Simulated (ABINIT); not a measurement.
CoO:

```
Co O
1.0
    -1.50800    1.50800    2.10725
     1.50800   -1.50800    2.10725
     1.50800    1.50800   -2.10725
Co O
1 1
Direct
  0.00000 0.00000 0.00000
  0.50000 0.50000 0.00000
```

Base run:

| Quantity | Value |
| --- | --- |
| Program | ABINIT 10.8.3 (patched build) |
| Functional | PBE |
| Potentials or basis | JTH PAW PBE v2.0 |
| Cutoff | 844 eV |
| k mesh | 10 × 10 × 10 |
| Occupations | fermi-dirac, width 0.05 eV |
| Spin | collinear spin, ferromagnetic start |
| Starting moments | [2.0, 0.0] μB |

Its results: band gap on the k mesh none (metal or under the smearing width); pressure -0.8 GPa; net moment 2.91 μB per cell; site moments Co +2.56; O +0.28 μB.

Problem. The run is repeated on the same cell with these changes: functional from PBE to RPBE. What comes out?

Solution. Band gap on the k mesh none (metal or under the smearing width); pressure 5.1 GPa; net moment 2.93 μB per cell; site moments Co +2.59; O +0.28 μB.

RPBE binds less tightly than PBE, so the same cell stands under more pressure.

Caveats: a cell with one magnetic atom can't hold antiferromagnetic order, which such compounds often take; semilocal functionals often make such compounds metallic where correlation or magnetic order opens a gap, which also shifts bond lengths; the PAW data sets were made with another functional, which shifts forces and pressure a little (some runs).
